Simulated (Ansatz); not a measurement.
# SnS2: the cost of one run

Program: Ansatz 0.2.0. Level of theory: DFT PBEsol, scalar-relativistic, plane waves, PAW. These are calculated values, not measurements.

6 further runs of the same task are left out: 1 that didn't finish, 5 set aside as unsound or not needed. Runs told in other sessions of the task aren't counted.

## (1) Starting point

The structure is trigonal, space group P-3m1 (No. 164). The conventional cell has a = 3.651 Å, b = 3.651 Å, c = 6.059 Å, α = 90.00°, β = 90.00°, γ = 120.00°. Sn (site symmetry -3m) is surrounded by 6 S at 2.57 Å. S (site symmetry 3m) is surrounded by 3 Sn at 2.57 Å.

As a file:

```xyz
3
Lattice="3.6513 0.0000 0.0000 -1.8257 3.1621 0.0000 0.0000 0.0000 6.0589" Properties=species:S:1:pos:R:3 pbc="T T T"
Sn    0.0000    0.0000    0.0000
S     1.8257    1.0540    1.4738
S     0.0000    2.1081    4.5851
```

This cell was relaxed beforehand with the same method: volume 23.32 Å³/atom, gap on the mesh 1.44 eV.

The bulk reference comes from a run made before at the same settings: -2573.6110 eV/atom.

## (2) Cutting the (110) slab

Miller indices refer to the conventional cell of the relaxed bulk, P-3m1 (No. 164): a = 3.651 Å, b = 3.651 Å, c = 6.059 Å, α = 90.00°, β = 90.00°, γ = 120.00°.

The slab is a (110) slab, 11.0 Å thick as cut, with 15 Å of vacuum; its outer planes are SnS2 (top) and SnS2 (bottom).

The slab as cut. Layers, bottom to top:

```csv
plane,atoms per cell,height over the lowest (Å)
1,SnS2,0.00
2,SnS2,1.83
3,SnS2,3.65
4,SnS2,5.48
5,SnS2,7.30
6,SnS2,9.13
7,SnS2,10.95
```

## (3) The slab as cut, atoms at the bulk's places

The cell repeats along c, and a dipole correction in the vacuum removes the field between the copies.

input.yaml

```yaml
crystal:
  lattice:
    - [6.0589188786, 0.0, 0.0]
    - [0.0, 6.3242618826, 0.0]
    - [0.0, 0.0, 25.953942901]
  atoms:
    - { symbol: Sn, position: [0.0, 0.5, 0.2889734338] }
    - { symbol: S, position: [0.7567569599, 0.8333333333, 0.2889734338] }
    - { symbol: S, position: [0.2432430401, 0.1666666667, 0.2889734338] }
    - { symbol: Sn, position: [0.0, 0.0, 0.3593156225] }
    - { symbol: S, position: [0.7567569599, 0.3333333333, 0.3593156225] }
    - { symbol: S, position: [0.2432430401, 0.6666666667, 0.3593156225] }
    - { symbol: Sn, position: [0.0, 0.5, 0.4296578113] }
    - { symbol: S, position: [0.7567569599, 0.8333333333, 0.4296578113] }
    - { symbol: S, position: [0.2432430401, 0.1666666667, 0.4296578113] }
    - { symbol: Sn, position: [0.0, 0.0, 0.5] }
    - { symbol: S, position: [0.7567569599, 0.3333333333, 0.5] }
    - { symbol: S, position: [0.2432430401, 0.6666666667, 0.5] }
    - { symbol: Sn, position: [0.0, 0.5, 0.5703421887] }
    - { symbol: S, position: [0.7567569599, 0.8333333333, 0.5703421887] }
    - { symbol: S, position: [0.2432430401, 0.1666666667, 0.5703421887] }
    - { symbol: Sn, position: [0.0, 0.0, 0.6406843775] }
    - { symbol: S, position: [0.7567569599, 0.3333333333, 0.6406843775] }
    - { symbol: S, position: [0.2432430401, 0.6666666667, 0.6406843775] }
    - { symbol: Sn, position: [0.0, 0.5, 0.7110265662] }
    - { symbol: S, position: [0.7567569599, 0.8333333333, 0.7110265662] }
    - { symbol: S, position: [0.2432430401, 0.1666666667, 0.7110265662] }
basis:
  ecutwfc: 420
kpoints:
  mp_grid: { grid: [5, 4, 1] }
hamiltonian:
  xc: pbesol
scf:
  occupations: { method: gaussian, width: 0.05 }
output:
  forces: true
  stress: true
  eigenvalues: true
efield:
  axis: 3
  dipole_correction: true
  ramp_width: 0.04
```

Started as:

```console
$ ansatz run input.yaml --threads 2 --pin off --max-ram 5120MiB --backend cpu --events-out ev --progress --plain --runs-dir out
```

What time and memory should one allow on 2 threads of Intel Xeon 6975P-C (Granite Rapids), shared host?

About 34 s, with a peak of 1.9 GiB.
